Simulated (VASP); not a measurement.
# HgTe: an input that fails (relaxed cell and band gap)

HgTe, F-43m (no. 216), 2 atoms in the cell.

INCAR:
```
SYSTEM = HgTe
PREC = Accurate
ENCUT = 600
EDIFF = 1E-7
ISMEAR = 0
SIGMA = 0.02
LREAL = .False.
LASPH = .True.
GGA_COMPAT = .False.
ALGO = Normal
NELM = 80
ISIF = 3
LWAVE = .False.
LCHARG = .False.
GGA = LIBXC
IBRION = 2
EDIFFG = -0.005
NSW = 20
```

KPOINTS:
```
k-points
0
Gamma
  6 6 6
```

POSCAR:
```
HgTe
1.0
    0.0000000000      3.2145000000      3.2145000000
    3.2145000000      0.0000000000      3.2145000000
    3.2145000000      3.2145000000      0.0000000000
Hg Te
1 1
Direct
    0.0000000000      0.0000000000      0.0000000000
    0.7500000000      0.7500000000      0.7500000000
```

Commands:
```
cat potpaw_PBE.64/Hg/POTCAR potpaw_PBE.64/Te/POTCAR > POTCAR
mpirun -np 1 vasp_std > vasp.out
```

VASP stops with:
```
XC_FOCK_READER: Libxc is attempted to be used, but neither LIBXC1 nor LIBXC2 is specified. ---->  I REFUSE TO CONTINUE WITH THIS SICK JOB ... BYE!!! <----
```

Cause: library asked for but no functional named.
